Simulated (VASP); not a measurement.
# SiO₂: electric field gradients, by potentials

SiO₂, Fddd (no. 70), 12 atoms in the cell.

| Potentials | Vzz of the first element (V/Å²) | Vzz of the second element (V/Å²) | Time (s) |
|---|---|---|---|
| Si, O | 7.81 | 84.94 | 433 |
| Si_GW, O_GW | 7.53 | 86.78 | 558 |
| Si, O_h | 7.87 | 84.89 | 524 |

Limits: The O sites differ; a column by element shows the first atom in the POSCAR.

## Input of the first row

INCAR:
```
SYSTEM = SiO2
GGA = PE ; PREC = Accurate
ENCUT = 950 ; EDIFF = 1E-7
LREAL = .FALSE. ; LASPH = .TRUE.
ALGO = Normal ; NELM = 120
LWAVE = .FALSE. ; LCHARG = .FALSE.
ISMEAR = 0 ; SIGMA = 0.02
KPAR = 4 ; LEFG = .TRUE.
QUAD_EFG = 0 -25.58
```

KPOINTS:
```
k-points
0
Gamma
  6 6 6
```

POSCAR:
```
SiO2
1.0
    0.0000000000      4.7162571100      7.3627753715
    2.3595806657      0.0000000000      7.3627753715
    2.3595806657      4.7162571100      0.0000000000
Si O
4 8
Direct
    0.9367689200      0.9367689200      0.5632310800
    0.6867689200      0.6867689200      0.3132310800
    0.3132310800      0.3132310800      0.6867689200
    0.5632310800      0.5632310800      0.9367689200
    0.0634396000      0.4365604000      0.0634396000
    0.4365604000      0.0634396000      0.4365604000
    0.8134396000      0.1865604000      0.8134396000
    0.1865604000      0.8134396000      0.1865604000
    0.1250000000      0.6250000000      0.6250000000
    0.6250000000      0.6250000000      0.6250000000
    0.6250000000      0.6250000000      0.1250000000
    0.6250000000      0.1250000000      0.6250000000
```

Commands:
```
cat potpaw_PBE.64/Si/POTCAR potpaw_PBE.64/O/POTCAR > POTCAR
mpirun -np 4 vasp_std > vasp.out
```

Changes of the last row against the first:
```
- cat potpaw_PBE.64/Si/POTCAR potpaw_PBE.64/O/POTCAR > POTCAR
+ cat potpaw_PBE.64/Si/POTCAR potpaw_PBE.64/O_h/POTCAR > POTCAR
```

VASP 6.6.1 took 433 s on 4 cores (AMD EPYC 9R14 (Zen 4)), a shared host.
